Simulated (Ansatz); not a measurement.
**NaH**

```
CELL_PARAMETERS angstrom
3.97187 0.00000 0.00000
-1.98593 3.43974 0.00000
0.00000 0.00000 4.87405
ATOMIC_POSITIONS crystal
Na 0.33333 0.66667 0.93800
Na 0.66667 0.33333 0.43800
H 0.33333 0.66667 0.43800
H 0.66667 0.33333 0.93800
```

Atoms are numbered in the order listed.

The structure comes from a relaxation in the same program, started in the wurtzite type, and has space group P6_3/mmc. Whether it is a known phase or the ground state wasn't checked. The relaxation left the symmetry of that type.

Methods: DFT, PBE, all-electron LAPW, scalar-relativistic (Ansatz 0.2.0); DFT, PBE, PAW with Ansatz's default frozen-core files, scalar-relativistic (Ansatz 0.2.0); DFT, PBE, all-electron PAW with datasets made for the crystal, scalar-relativistic (Ansatz 0.2.0).

For LAPW: a Γ-centred 14×14×8 k mesh, Fermi–Dirac smearing of 0.03 eV, basis error target 1 meV/atom, no spin polarisation. PAW takes a cutoff of 420 eV at this cell. The crystal-made all-electron datasets (AE datasets) take a cutoff of 180 eV at this cell. The Ansatz runs share mesh, smearing and spin set-up. Values come from LAPW unless marked.

```yaml
Pressure_at_this_cell: 0.02 GPa
Volume_per_atom: 16.65 Å³
```

Question: Predict this quantity. Bader charges (from the PAW run).

Answer: Na1 +0.80, H3 -0.80 e.

Question: Löwdin charges (with 0.04 e of the cell spilling out of the atomic basis, so their sizes and signs hang on that basis): what does the calculation give?

Answer: Na1 0.60, H3 -0.58 e.

Question: Predict this quantity. Field gradients Vzz (crystal-made datasets).

Answer: Na1 0.06 (η = 0.00), H3 -0.02 (η = 0.00) in 10²¹ V/m².

Question: Give the computed value. Band gap.

Answer: 3.35 eV, indirect from the line K (0.333, 0.333, 0)–Γ to K (0.333, 0.333, 0).

Question: Predict this quantity. Smallest direct gap on the path.

Answer: 4.09 eV.
